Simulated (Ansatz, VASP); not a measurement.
# Two plane-wave programs on P

```xyz
4
Lattice="2.5388 0.0000 0.0000 -1.2694 2.1986 0.0000 0.0000 0.0000 9.8291" Properties=species:S:1:pos:R:3 pbc="T T T"
P     1.2694    2.1986    9.8291
P     1.2694    2.1986    4.9146
P     0.0000    1.4658    2.4573
P     1.2694    0.7329    7.3719
```

Alike in both runs: task single point; functional r2SCAN; k mesh 16 × 16 × 4; occupations fermi-dirac, width 0.1 eV; no spin polarisation.

|  | VASP | Ansatz |
| --- | --- | --- |
| version | VASP 6.6.1 | Ansatz 0.2.0 |
| potentials or method | VASP PAW PBE potentials, release 64 (P) | plane waves (500 eV) with PAW, scalar-relativistic |
| plane-wave cutoff (eV) | 520 | 500 |
| valence electrons in the cell | 20 | 20 |

```csv
,VASP,Ansatz,Ansatz less VASP
pressure (GPa),8.0,8.2,+0.17
largest component of the traceless stress (GPa),1.19,1.32,+0.131
```

The functional is the same, so the differences come from potentials, cutoffs and numerics.

Caveats: the PAW data sets were made with another functional, which shifts forces and pressure a little (VASP).
